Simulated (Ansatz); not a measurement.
# SiNi in Ansatz: the effect of Hubbard term

Crystal: SiNi.

```xyz
4
Lattice="2.9428 0.0000 0.0000 0.0000 3.2803 0.0000 0.0000 0.0000 4.6774" Properties=species:S:1:pos:R:3 pbc="T T T"
Ni    1.4714    1.6402    1.6020
Ni    0.0000    0.0000    3.0754
Si    1.4714    1.6402    3.9438
Si    0.0000    0.0000    0.7337
```

The cell is a database's computed one.

Alike in all runs:

* Program: Ansatz 0.2.0
* Task: band structure
* Functional: r2SCAN
* Potentials or basis: Ansatz PAW
* Cutoff: 500 eV (not typed: the program's choice for these potentials)
* k mesh: 9 × 8 × 6
* Occupations: fermi-dirac, width 0.05 eV
* Spin: collinear spin, ferromagnetic start
* Starting moments: [1.0, 1.0, 0.0, 0.0] μB
* Path: [["G", "X", "S", "Y", "G", "Z", "U", "R", "T", "Z"], ["Y", "T"], ["U", "X"], ["S", "R"]]
* Points for each segment of the path: 14
* Hubbard projectors: ortho-atomic (the default)
* Double counting: fll (the default)

```tsv
Hubbard term	pressure (GPa)	largest force (eV/Å)
none	?	?
Ni d U = 1 eV	0.2	0.04
Ni d U = 2 eV	-0.1	0.04
Ni d U = 3 eV	-0.3	0.05
Ni d U = 4 eV	-0.4	0.06
Ni d U = 5 eV	-0.5	0.06
Ni d U = 6 eV	-0.6	0.07
Ni d U = 8 eV	-0.5	0.10
```

What does the run with Hubbard term none give?

Pressure 0.4 GPa; largest force 0.03 eV/Å.

Worked out: A parabola through the other rows of the pressure, of slope -0.335 GPa per eV there, extrapolates to 0.5 GPa, against the run's 0.4. A parabola through the other rows of the largest force, of slope 0.000625 eV/Å per eV there, extrapolates to 0.04 eV/Å, against the run's 0.03.

Caveats: the magnetic or orbital state may not be the lowest; the PAW data sets come from PBE, with cores solved anew for the run's functional, which leaves a small shift of forces and pressure; the starting moments weren't kept; the U is typed as a test and isn't derived for this compound (some runs).
